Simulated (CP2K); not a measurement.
**BeS under changes of volume**

One of the cells (14.261 Å³/atom); the others are scaled copies at fixed shape and fractional positions:

```
CELL_PARAMETERS angstrom
3.42947 0.00000 0.00000
1.71473 2.97001 0.00000
1.71473 0.99000 2.80015
ATOMIC_POSITIONS crystal
S 0.75000 0.75000 0.75000
Be 0.00000 0.00000 0.00000
```

| Property | Result |
| --- | --- |
| Program | CP2K 2026.2 |
| Functional | r2SCAN |
| Potentials or basis | POTENTIAL_UZH S GTH-SCAN-q6, Be GTH-SCAN-q4; TZVP-MOLOPT-SCAN-GTH basis |
| Density cutoff | 17007 eV |
| k mesh | 9 × 9 × 9 |
| Occupations | fermi-dirac, width 0.05 eV |
| Spin | no spin polarisation |

```csv
volume (Å³/atom),energy over the lowest point (meV/atom),pressure (GPa),gap on the mesh (eV)
13.405,?,?,?
13.690,19.26,7.1,4.72
13.975,8.86,4.6,4.78
14.261,2.56,2.5,4.83
14.546,0.00,0.5,4.89
14.831,0.79,-1.3,4.94
15.116,4.69,-3.0,4.98
```

**Question.** What does the run at 13.405 Å³/atom give?

**Answer.** Energy over the lowest point 34.12 meV/atom; pressure 9.7 GPa; gap on the mesh 4.66 eV.

Worked out: A Birch-Murnaghan fit of order 3 (a polynomial in V^(-2/3)) to the other rows has its minimum at 14.62 Å³/atom with B0 = V·E''(V) = 95 GPa and B' = 3.9. It gives 34.16 meV/atom at 13.405 Å³/atom, against the run's 34.12, and -dE/dV = 9.7 GPa, against 9.7. A straight line through the other rows of the gap, of slope 2.65 eV per unit of ln V, extrapolates to 4.67 eV, against the run's 4.66.

Energies are extrapolated to zero smearing.

Caveats: an odd mesh through Γ misses points on the zone boundary, where band edges often lie; the basis of atomic orbitals isn't converged, which shifts pressures, moduli and gaps.
